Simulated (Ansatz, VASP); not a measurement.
## Al in VASP and in Ansatz

```xyz
2
Lattice="2.0077 2.0077 0.0000 -2.0077 2.0077 0.0000 0.0000 0.0000 4.0154" Properties=species:S:1:pos:R:3 pbc="T T T"
Al    0.0000    0.0000    0.0000
Al    0.0000    2.0077    2.0077
```

Alike in both runs: task single point; functional PBEsol; k mesh 18 × 18 × 14; occupations gaussian, width 0.1 eV; no spin polarisation.

|  | VASP | Ansatz |
| --- | --- | --- |
| version | VASP 6.6.1 | Ansatz 0.2.0 |
| potentials or method | VASP PAW PBE potentials, release 64 (Al) | scalar-relativistic, plane waves, PAW |
| plane-wave cutoff (eV) | 520 | 420 |
| valence electrons in the cell | 6 | 6 |

|  | VASP | Ansatz | Ansatz less VASP |
| --- | --- | --- | --- |
| gap on the k mesh at the Fermi level (eV) | none | none | - |
| pressure (GPa) | 0.0 | -0.1 | -0.06 |

A gap of «none» marks a metal or a gap that the smearing closes. The functional is the same, so the differences come from potentials, cutoffs and numerics.

Caveats: the PAW data sets were made with another functional, which shifts forces and pressure a little (VASP); the real-space grid breaks the cell's symmetry a little (VASP).
